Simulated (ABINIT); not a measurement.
# Ni (Fm-3m) in ABINIT: settings compared, part 2 of 2

ABINIT 10.8.3 (patched build). Earlier steps stand in the parts before.

### Step 3. Single point, RPBE, collinear spin, ferromagnetic start

File run.abi:

```
# Pseudopotentials
pp_dirpath "./"
pseudos "Ni.GGA_PBE-JTH.xml"

# Structure
acell 2.4572992075 2.4572992075 2.4572992075 Angstrom
rprim
     0.0000000000     0.7071067812     0.7071067812
     0.7071067812     0.0000000000     0.7071067812
     0.7071067812     0.7071067812     0.0000000000
ntypat 1
znucl 28
natom 1
typat 1
xred
     0.0000000000     0.0000000000     0.0000000000

# Plane-wave basis
ecut 1333.357926 eV
pawecutdg 73.5
pawxcdev 0

# k points
kptopt 1
ngkpt 13 13 13
nshiftk 1
shiftk 0.0 0.0 0.0

# Exchange and correlation
ixc 15

# Bands and occupations
nband 14
occopt 3
tsmear 0.05 eV

# Spin
nsppol 2
spinat
     0.0000000000     0.0000000000     1.0000000000

# SCF cycle
nstep 100
tolvrs 1.0e-9

# Output
iomode 3
prtwf 0
prtden 0
prteig 0
prtebands 0
```

Potentials or basis: JTH PAW PBE v2.0.

Run with:

```bash
$ abinit run.abi > log 2>&1
```

run.abo:

```text
.Version 10.8.3 of ABINIT
 Symmetries : space group Fm -3 m (#225); Bravais cF (face-center cubic)
================================================================================
 Values of the parameters that define the memory need of the present run
     intxc =       0    ionmov =       0      iscf =      17    lmnmax =      18
     lnmax =       6     mgfft =      30  mpssoang =       3    mqgrid =    3001
     natom =       1  nloc_mem =       2    nspden =       2   nspinor =       1
    nsppol =       2      nsym =      48    n1xccc =       1    ntypat =       1
    occopt =       3   xclevel =       2
       mpw =        1185          nfft =       27000          nkpt =          84
 PAW method is used; the additional fine FFT grid is defined by:
   mgfftf=        36    nfftf =     46656
================================================================================
================================================================================

--------------------------------------------------------------------------------
------------- Echo of variables that govern the present computation ------------
[... 389 lines left out ...]
  sigma(2 2)= -4.85650451E-04  sigma(3 1)=  0.00000000E+00
  sigma(3 3)= -4.85650451E-04  sigma(2 1)=  0.00000000E+00

-Cartesian components of stress tensor (GPa)         [Pressure=  1.4288E+01 GPa]
- sigma(1 1)= -1.42883296E+01  sigma(3 2)=  0.00000000E+00
- sigma(2 2)= -1.42883296E+01  sigma(3 1)=  0.00000000E+00
- sigma(3 3)= -1.42883296E+01  sigma(2 1)=  0.00000000E+00

== END DATASET(S) ==============================================================
================================================================================

 -outvars: echo values of variables after computation  --------
            acell      4.6436225116E+00  4.6436225116E+00  4.6436225116E+00 Bohr
           etotal     -1.7078005981E+02
            fcart     -0.0000000000E+00 -0.0000000000E+00 -0.0000000000E+00
            rprim      0.0000000000E+00  7.0710678120E-01  7.0710678120E-01
                       7.0710678120E-01  0.0000000000E+00  7.0710678120E-01
                       7.0710678120E-01  7.0710678120E-01  0.0000000000E+00
           strten     -4.8565045066E-04 -4.8565045066E-04 -4.8565045066E-04
                       0.0000000000E+00  0.0000000000E+00  0.0000000000E+00
 Calculation completed.
```

Wall time 74 s (1 thread of Arm Neoverse V2, shared host); peak memory 0.17 GiB.

What came out:

- Free energy: -4647.1622 eV
- Pressure: 14.3 GPa
- Band gap on the k mesh: none (metal or under the smearing width)
- Net moment: 0.63 μB per cell
- Site moments: Ni +0.68 μB
- Valence electrons inside the program's atomic spheres: Ni 15.85 (radii [0.9601] Å)

Levels at points of the mesh, in eV from the Fermi level:
Spin up:
```
           k point  band 7  band 8  band 9  band 10  band 11  band 12
(0.00, 0.00, 0.00)   -2.58   -2.58   -1.32    -1.32    23.77    28.04
```
Spin down:
```csv
k point,band 6,band 7,band 8,band 9,band 10,band 11,band 12,band 13
"(0.00, 0.00, 0.00)",-1.79,-1.79,-1.79,-0.73,-0.73,23.58,27.99,27.99
```

Caveat: the PAW data sets were made with another functional, which shifts forces and pressure a little.

### Step 4. Single point, BLYP, collinear spin, ferromagnetic start

run.abi, as its differences from that of step 3:

```diff
@@ -29,3 +29,3 @@
 # Exchange and correlation
-ixc 15
+ixc -106131
```

Potentials or basis: JTH PAW PBE v2.0.

Run with:

```bash
$ abinit run.abi > log 2>&1
```

run.abo:

```text
.Version 10.8.3 of ABINIT
 Symmetries : space group Fm -3 m (#225); Bravais cF (face-center cubic)
================================================================================
 Values of the parameters that define the memory need of the present run
     intxc =       0    ionmov =       0      iscf =      17    lmnmax =      18
     lnmax =       6     mgfft =      30  mpssoang =       3    mqgrid =    3001
     natom =       1  nloc_mem =       2    nspden =       2   nspinor =       1
    nsppol =       2      nsym =      48    n1xccc =       1    ntypat =       1
    occopt =       3   xclevel =       2
       mpw =        1185          nfft =       27000          nkpt =          84
 PAW method is used; the additional fine FFT grid is defined by:
   mgfftf=        36    nfftf =     46656
================================================================================
================================================================================

--------------------------------------------------------------------------------
------------- Echo of variables that govern the present computation ------------
[... 385 lines left out ...]
  sigma(2 2)= -6.41294862E-04  sigma(3 1)=  0.00000000E+00
  sigma(3 3)= -6.41294862E-04  sigma(2 1)=  0.00000000E+00

-Cartesian components of stress tensor (GPa)         [Pressure=  1.8868E+01 GPa]
- sigma(1 1)= -1.88675462E+01  sigma(3 2)=  0.00000000E+00
- sigma(2 2)= -1.88675462E+01  sigma(3 1)=  0.00000000E+00
- sigma(3 3)= -1.88675462E+01  sigma(2 1)=  0.00000000E+00

== END DATASET(S) ==============================================================
================================================================================

 -outvars: echo values of variables after computation  --------
            acell      4.6436225116E+00  4.6436225116E+00  4.6436225116E+00 Bohr
           etotal     -1.7084780938E+02
            fcart     -0.0000000000E+00 -0.0000000000E+00 -0.0000000000E+00
            rprim      0.0000000000E+00  7.0710678120E-01  7.0710678120E-01
                       7.0710678120E-01  0.0000000000E+00  7.0710678120E-01
                       7.0710678120E-01  7.0710678120E-01  0.0000000000E+00
           strten     -6.4129486157E-04 -6.4129486157E-04 -6.4129486157E-04
                       0.0000000000E+00  0.0000000000E+00  0.0000000000E+00
 Calculation completed.
```

Wall time 75 s (1 thread of Arm Neoverse V2, shared host); peak memory 0.17 GiB.

Results:

| Quantity | Value |
| --- | --- |
| Free energy | -4649.0057 eV |
| Pressure | 18.9 GPa |
| Band gap on the k mesh | none (metal or under the smearing width) |
| Net moment | 0.62 μB per cell |
| Site moments | Ni +0.65 μB |
| Valence electrons inside the program's atomic spheres | Ni 15.89 (radii [0.9601] Å) |

Levels at points of the mesh, in eV from the Fermi level:
Spin up:
```tsv
k point	band 6	band 7	band 8	band 9	band 10	band 11	band 12	band 13
(0.00, 0.00, 0.00)	-2.54	-2.54	-2.54	-1.30	-1.30	24.20	28.13	28.13
```
Spin down:
```
           k point  band 7  band 8  band 9  band 10  band 11  band 12
(0.00, 0.00, 0.00)   -1.80   -1.80   -0.75    -0.75    24.09    28.14
```

Caveat: the PAW data sets were made with another functional, which shifts forces and pressure a little.

### Step 5. Single point, AM05, collinear spin, ferromagnetic start

run.abi, as its differences from that of step 4:

```diff
@@ -29,3 +29,3 @@
 # Exchange and correlation
-ixc -106131
+ixc -120135
```

Potentials or basis: JTH PAW PBE v2.0.

Run with:

```bash
$ abinit run.abi > log 2>&1
```

run.abo:

```text
.Version 10.8.3 of ABINIT
 Symmetries : space group Fm -3 m (#225); Bravais cF (face-center cubic)
================================================================================
 Values of the parameters that define the memory need of the present run
     intxc =       0    ionmov =       0      iscf =      17    lmnmax =      18
     lnmax =       6     mgfft =      30  mpssoang =       3    mqgrid =    3001
     natom =       1  nloc_mem =       2    nspden =       2   nspinor =       1
    nsppol =       2      nsym =      48    n1xccc =       1    ntypat =       1
    occopt =       3   xclevel =       2
       mpw =        1185          nfft =       27000          nkpt =          84
 PAW method is used; the additional fine FFT grid is defined by:
   mgfftf=        36    nfftf =     46656
================================================================================
================================================================================

--------------------------------------------------------------------------------
[... 384 lines left out ...]
 Cartesian components of stress tensor (hartree/bohr^3)
  sigma(1 1)=  9.33493534E-05  sigma(3 2)=  0.00000000E+00
  sigma(2 2)=  9.33493534E-05  sigma(3 1)=  0.00000000E+00
  sigma(3 3)=  9.33493534E-05  sigma(2 1)=  0.00000000E+00

-Cartesian components of stress tensor (GPa)         [Pressure= -2.7464E+00 GPa]
- sigma(1 1)=  2.74643280E+00  sigma(3 2)=  0.00000000E+00
- sigma(2 2)=  2.74643280E+00  sigma(3 1)=  0.00000000E+00
- sigma(3 3)=  2.74643280E+00  sigma(2 1)=  0.00000000E+00

== END DATASET(S) ==============================================================
================================================================================

 -outvars: echo values of variables after computation  --------
            acell      4.6436225116E+00  4.6436225116E+00  4.6436225116E+00 Bohr
           etotal     -1.7071710896E+02
            fcart     -0.0000000000E+00 -0.0000000000E+00 -0.0000000000E+00
            rprim      0.0000000000E+00  7.0710678120E-01  7.0710678120E-01
                       7.0710678120E-01  0.0000000000E+00  7.0710678120E-01
                       7.0710678120E-01  7.0710678120E-01  0.0000000000E+00
           strten      9.3349353378E-05  9.3349353378E-05  9.3349353378E-05
                       0.0000000000E+00  0.0000000000E+00  0.0000000000E+00
 Calculation completed.
```

Wall time 76 s (1 thread of Arm Neoverse V2, shared host); peak memory 0.17 GiB.

Results:

```yaml
Free_energy: -4645.4492 eV
Pressure: -2.7 GPa
Band_gap_on_the_k_mesh: none (metal or under the smearing width)
Net_moment: 0.63 μB per cell
Site_moments: Ni +0.66 μB
Valence_electrons_inside_the_program's_atomic_spheres: Ni 15.84 (radii [0.9601] Å)
```

Caveat: the PAW data sets were made with another functional, which shifts forces and pressure a little.

### Step 6. Summary

```csv
level,gap on the mesh (eV),pressure (GPa),moment (μB)
PBEsol,none,-1.9,0.63
RPBE,none,14.3,0.63
BLYP,none,18.9,0.62
AM05,none,-2.7,0.63
```

Alike in all rows: task single point; potentials or basis JTH PAW PBE v2.0; spin collinear, ferromagnetic start; cell as given; k mesh 13 × 13 × 13; cutoff (eV) 1333; smearing fermi-dirac 0.05 eV.

Every run on the cell as given and a fine mesh finds a metal. The pressure there spans -2.7 GPa (AM05) to 18.9 GPa (BLYP); a positive pressure means that this level wants a larger cell, a negative one a smaller.

Caveats: the PAW data sets were made with another functional, which shifts forces and pressure a little.

Absolute energies hang on the potentials; compare differences alone.
